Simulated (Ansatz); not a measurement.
Take NaCl in the rock salt structure (space group Fm-3m, No. 225; a = 5.696 Å) as the base.

(Cell as relaxed with PBE.)

Levels (all Ansatz, an electronic-structure program, PAW): PBE (420 eV, no spin-orbit coupling); PBEsol (420 eV, no SOC).

Each level relaxes its own structure.

```csv
base,PBE,PBEsol
volume per atom,23.09 Å³,21.97 Å³
lattice parameter a,10.763 bohr,10.585 bohr
band gap,5.00 eV,5.01 eV
```

Perturbation: a hydrostatic pressure of 30 GPa.

| quantity | PBE | PBEsol |
|---|---|---|
| band gap | 7.18 eV | 6.86 eV |
| shift of the gap caused by the change | +2.19 eV | +1.85 eV |
| volume per atom | 14.75 Å³ | 14.36 Å³ |

PBE's band gap lies 0.32 eV above PBEsol's; PBE's shift of the gap caused by the change lies 0.34 eV above PBEsol's; PBE's volume per atom lies 0.39 Å³ above PBEsol's (2.7 %). Neither level is exact; PBEsol is the comparison here, not a measurement.

Load acts through the strain it causes; cell and atoms are relaxed under it. No phonon test of stability was made. No other phases were tried under pressure.
